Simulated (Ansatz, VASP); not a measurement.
## TiO2 (TiO2 (P4_2/mnm)): VASP beside Ansatz

Aim: how closely do two programs agree when they are given the same cell, functional and k mesh? The cell is taken from a series of runs on this material, whose earlier steps may have relaxed, scaled, displaced or heated it; both programs get it as it stands.

Method: plane waves, with VASP 6.6.1 beside it; relaxation of cell and atoms at PBEsol, in Ansatz 0.2.0.

### Step 1. The structure

Symmetry: P4_2/mnm, No. 136, tetragonal system. The conventional cell has a = 4.591 Å, b = 4.591 Å, c = 2.939 Å, α = 90.00°, β = 90.00°, γ = 90.00°. Nearest to Ti lie 6 O at 1.94 to 1.98 Å. O has 3 Ti at 1.94 to 1.98 Å nearest. Farther neighbours and most contacts between anions are not listed.

### Step 2. VASP: relaxation of cell and atoms, PBEsol

The relaxed volume is the usual yardstick between codes: in a stiff, nearly cubic crystal its relative difference is about their pressure difference at one cell divided by the bulk modulus.

Lines of VASP's logs that name or quote its potential files are left out, and so is its time.

The input, INCAR:

```
SYSTEM = TiO2
PREC = Accurate
ENCUT = 600
EDIFF = 1E-07
NELM = 120
ISMEAR = 0
SIGMA = 0.01
LREAL = .FALSE.
ALGO = Normal
GGA = PS
NBANDS = 30
LASPH = .TRUE.
LORBIT = 11
LWAVE = .FALSE.
LCHARG = .FALSE.
ISIF = 3
IBRION = 2
NSW = 80
EDIFFG = -0.005
GGA_COMPAT = .FALSE.
NELMIN = 4
EFERMI = MIDGAP
KPAR = 2
```

The input, POSCAR:

```
TiO2
1.0
    4.5914140000      0.0000000000      0.0000000000
    0.0000000000      4.5914140000      0.0000000000
    0.0000000000      0.0000000000      2.9388710000
Ti O
2 4
Direct
    0.0000000000      0.0000000000      0.0000000000
    0.5000000000      0.5000000000      0.4999998299
    0.3044558822      0.3044558822      0.0000000000
    0.6955441178      0.6955441178      0.0000000000
    0.1955441178      0.8044558822      0.4999998299
    0.8044558822      0.1955441178      0.4999998299
```

The input, KPOINTS:

```
Automatic mesh
0
Gamma
6 6 9
0 0 0
```

PAW data sets: Ti_sv and O (PBE family, release 64).

On the command line:

```
mpirun -np 2 vasp_std
```

Numbers of over 12 decimals in the logs are rounded to 6 here.

The program printed:

```text
[banner, memory and clock lines left out]
running    2 mpi-ranks, on    1 nodes
 distrk:  each k-point on    1 cores,    2 groups
 distr:  one band on    1 cores,    1 groups

 POSCAR found type information on POSCAR TiO
 POSCAR found :  2 types and       6 ions
|                                                                             |
|               ----> ADVICE to this user running VASP <----                  |
|                                                                             |
|     You enforced a specific xc type in the INCAR file but a different       |
|     [... a line on the potential file left out ...]
|     I HOPE YOU KNOW WHAT YOU ARE DOING!                                     |
|                                                                             |

 LDA part: xc-table for (Slater+PW92), standard interpolation
 POSCAR, INCAR and KPOINTS ok, starting setup
 FFT: planning ... GRIDC
 FFT: planning ... GRID_SOFT
 FFT: planning ... GRID
 WAVECAR not read
 entering main loop
       N       E                     dE             d eps       ncg     rms          rms(c)
DAV:   1     0.709012846707E+03    0.70901E+03   -0.26894E+04  3000   0.209E+03
DAV:   2     0.495287196932E+02   -0.65948E+03   -0.62711E+03  3184   0.588E+02
DAV:   3    -0.669109124982E+02   -0.11644E+03   -0.11353E+03  4478   0.216E+02
DAV:   4    -0.723668858633E+02   -0.54560E+01   -0.54483E+01  4238   0.477E+01
DAV:   5    -0.725732804212E+02   -0.20639E+00   -0.20634E+00  3998   0.786E+00    0.316E+01
DAV:   6    -0.566291379651E+02    0.15944E+02   -0.95212E+01  3682   0.965E+01    0.116E+01
DAV:   7    -0.563321017969E+02    0.29704E+00   -0.13969E+01  3644   0.312E+01    0.842E+00
DAV:   8    -0.563388973323E+02   -0.67955E-02   -0.40083E+00  3558   0.202E+01    0.464E+00
DAV:   9    -0.561002563966E+02    0.23864E+00   -0.14365E+00  3582   0.116E+01    0.107E+00
DAV:  10    -0.561103996116E+02   -0.10143E-01   -0.11196E-01  3730   0.261E+00    0.513E-01
DAV:  11    -0.561063262372E+02    0.40734E-02   -0.17380E-02  3568   0.992E-01    0.771E-02
DAV:  12    -0.561065295439E+02   -0.20331E-03   -0.13631E-03  3340   0.396E-01    0.157E-01
DAV:  13    -0.561063107030E+02    0.21884E-03   -0.74762E-04  3708   0.268E-01    0.287E-02
DAV:  14    -0.561063105767E+02    0.12626E-06   -0.40900E-05  3764   0.549E-02    0.955E-03
DAV:  15    -0.561063113031E+02   -0.72634E-06   -0.51775E-06  4258   0.141E-02    0.366E-03
DAV:  16    -0.561063112225E+02    0.80525E-07   -0.84697E-07  2834   0.577E-03
   1 F= -.56106311E+02 E0= -.56106311E+02  d E =-.561063E+02
[...]
2 F= -.56106077E+02 E0= -.56106077E+02  d E =0.234284E-03
[...]
3 F= -.56106504E+02 E0= -.56106504E+02  d E =-.192506E-03
[...]
4 F= -.56106504E+02 E0= -.56106504E+02  d E =-.192524E-03
 curvature:  -0.21 expect dE=-0.305E-05 dE for cont linesearch -0.412E-07
 ZBRENT: accuracy reached
 trial: gam= 0.02828 g(F)=  0.611E-05 g(S)=  0.833E-05 ort =-0.140E-04 (trialstep = 0.881E+00)
 search vector abs. value=  0.145E-04
 bond charge predicted
       N       E                     dE             d eps       ncg     rms          rms(c)
DAV:   1    -0.561065291020E+02   -0.25328E-04   -0.27361E-03  3000   0.429E-01    0.337E-02
DAV:   2    -0.561065178233E+02    0.11279E-04   -0.11044E-04  3520   0.983E-02    0.190E-02
DAV:   3    -0.561065115816E+02    0.62417E-05   -0.22406E-05  3724   0.318E-02    0.834E-03
DAV:   4    -0.561065106806E+02    0.90106E-06   -0.59704E-06  4550   0.216E-02    0.463E-03
DAV:   5    -0.561065108222E+02   -0.14167E-06   -0.83430E-07  3626   0.841E-03    0.227E-03
DAV:   6    -0.561065109858E+02   -0.16363E-06   -0.12719E-07  1746   0.299E-03    0.631E-04
DAV:   7    -0.561065110187E+02   -0.32906E-07   -0.61108E-08  1542   0.195E-03
   5 F= -.56106511E+02 E0= -.56106511E+02  d E =-.727263E-05
 trial-energy change:   -0.000007  1 .order   -0.000008   -0.000012   -0.000003
 step:   1.3921(harm=  1.1674)  dis= 0.00030  next Energy=   -56.106512 (dE=-0.807E-05)
 reached required accuracy - stopping structural energy minimisation
```

From OUTCAR (step 2):

```text
ion  position               nearest neighbor table
   1  0.000  0.000  0.000-   5 1.94   6 1.94   5 1.94   6 1.94   3 1.98   4 1.98
   2  0.500  0.500  0.500-   3 1.94   4 1.94   3 1.94   4 1.94   5 1.98   6 1.98
   3  0.304  0.304  0.000-   2 1.94   2 1.94   1 1.98
   4  0.696  0.696  0.000-   2 1.94   2 1.94   1 1.98
   5  0.196  0.804  0.500-   1 1.94   1 1.94   2 1.98
   6  0.804  0.196  0.500-   1 1.94   1 1.94   2 1.98

  LATTYP: Found a simple tetragonal cell.
 ALAT       =     4.5914140000
 C/A-ratio  =     0.6400797227

 Subroutine GETGRP returns: Found 16 space group operations
 (whereof  8 operations were pure point group operations)

The static configuration has the point symmetry D_2h.
 The point group associated with its full space group is D_4h.

 Found     50 irreducible k-points:

   k-points           NKPTS =     50   k-points in BZ     NKDIM =     50   number of bands    NBANDS=     30

   dimension x,y,z NGX =    40 NGY =   40 NGZ =   24
   dimension x,y,z NGXF=    80 NGYF=   80 NGZF=   48

   ENCUT  =  600.0 eV  44.10 Ry    6.64 a.u.   9.17  9.17  5.87*2*pi/ulx,y,z

   NELECT =      48.0000    total number of electrons

 k-points in reciprocal lattice and weights: Automatic mesh
   0.00000000  0.00000000  0.00000000       0.003
   0.16666667  0.00000000  0.00000000       0.012
   0.33333333  0.00000000  0.00000000       0.012
   0.50000000  0.00000000  0.00000000       0.006
   0.16666667  0.16666667  0.00000000       0.012
   0.33333333  0.16666667  0.00000000       0.025
   0.50000000  0.16666667  0.00000000       0.012
   0.33333333  0.33333333  0.00000000       0.012
   0.50000000  0.33333333  0.00000000       0.012
[...]
0.50000000  0.33333333  0.44444444       0.025
   0.50000000  0.50000000  0.44444444       0.006

 average (electrostatic) potential at core
       1 -75.9267       2 -75.9267       3 -69.2480       4 -69.2480       5 -69.2480
       6 -69.2480

 E-fermi :   5.7027

 k-point     1 :       0.0000    0.0000    0.0000
  band No.  band energies     occupation
    ...
     20       2.8132      2.00000
     21       4.0978      2.00000
     22       4.3283      2.00000
     23       4.3283      2.00000
     24       4.7862      2.00000
     25       6.6192      0.00000
     26       6.8973      0.00000
     27       7.1935      0.00000
     28       7.2902      0.00000
     29       7.2902      0.00000
    ...

 k-point     2 :       0.1667    0.0000    0.0000
  band No.  band energies     occupation
    ...
     20       2.8257      2.00000
     21       3.8217      2.00000
     22       3.9175      2.00000
     23       4.1029      2.00000
     24       4.6858      2.00000
     25       6.7751      0.00000
     26       7.0971      0.00000
     27       7.3992      0.00000
     28       7.4024      0.00000
     29       7.4476      0.00000
    ...

 k-point     3 :       0.3333    0.0000    0.0000
  band No.  band energies     occupation
    ...
     20       2.7395      2.00000
     21       2.9115      2.00000
     22       3.5250      2.00000
     23       3.8795      2.00000
     24       4.3777      2.00000
     25       7.0750      0.00000
     26       7.3234      0.00000
     27       7.6536      0.00000
     28       7.7295      0.00000
     29       7.8532      0.00000
    ...

  Total       -0.0092556     -0.0092556     -0.0021269     -0.0000000      0.0000000      0.0000000
  in kB       -0.2389662     -0.2389662     -0.0549128     -0.0000000      0.0000000      0.0000000
  external PRESSURE =      -0.1776151 kB  Pullay stress =       0.0000000 kB

  energy-cutoff  :      600.00
  volume of cell :       62.06
      direct lattice vectors                 reciprocal lattice vectors
     4.592993691 -0.000000000  0.000000000     0.217722920  0.000000000  0.000000000
    -0.000000000  4.592993691  0.000000000     0.000000000  0.217722920  0.000000000
     0.000000000  0.000000000  2.941637511     0.000000000  0.000000000  0.339946712

 POSITION                                       TOTAL-FORCE (eV/Angst)
 -----------------------------------------------------------------------------------
      0.00000     -0.00000      0.00000         0.000000     -0.000000      0.000000
      2.29650      2.29650      1.47082         0.000000     -0.000000      0.000000
      1.39782      1.39782      0.00000        -0.000532     -0.000532      0.000000
      3.19517      3.19517      0.00000         0.000532      0.000532      0.000000
      0.89868      3.69432      1.47082         0.000532     -0.000532      0.000000
      3.69432      0.89868      1.47082        -0.000532      0.000532      0.000000
 -----------------------------------------------------------------------------------
    total drift:                                0.000000     -0.000000      0.001916

  FREE ENERGIE OF THE ION-ELECTRON SYSTEM (eV)
  ---------------------------------------------------
  free  energy   TOTEN  =       -56.1065110187 eV

  energy  without entropy=      -56.1065110187  energy(sigma->0) =      -56.10651102

 reached required accuracy - stopping structural energy minimisation

 total charge
# of ion       s       p       d       tot
------------------------------------------
    1        2.227   6.311   1.738  10.275
    2        2.227   6.311   1.738  10.275
    3        1.564   3.487   0.000   5.051
    4        1.564   3.487   0.000   5.051
    5        1.564   3.487   0.000   5.051
    6        1.564   3.487   0.000   5.051
--------------------------------------------------
tot         10.710  26.569   3.476  40.755

[... 3 further parts left out ...]
```

CONTCAR:

```
TiO2
   1.00000000000000
     4.5929936914679370   -0.0000000000000000    0.0000000000000000
    -0.0000000000000000    4.5929936914679370    0.0000000000000000
     0.0000000000000000    0.0000000000000000    2.9416375105806019
  Ti              O
     2     4
Direct
     0.0000000000000000    0.0000000000000000    0.0000000000000000
     0.5000000000000000    0.5000000000000000    0.4999998298999984
     0.3043377760506812    0.3043377760506812    0.0000000000000000
     0.6956622239493186    0.6956622239493186    0.0000000000000000
     0.1956622239493188    0.8043377760506814    0.4999998298999984
     0.8043377760506814    0.1956622239493188    0.4999998298999984
```

This run has no spin polarisation, so a moment on Ti, if there is one, isn't seen. The run keeps the 16 symmetry operations of its start, so it cannot find a distortion of lower symmetry.

(Part 1 of 2 ends here.)

[Lines on the potential files, build, host, timing and source positions are cut from VASP's logs without a mark.]

[Logs are printed without paths, hosts, clocks, repeated set-up lines and the standing remarks that a program may print on its own settings, such as how far it seeks lower states.]

[Hosts, paths, dates, database ids (printed as entryN), source tags and the programs' standing remarks are cut or masked in the printed files.]
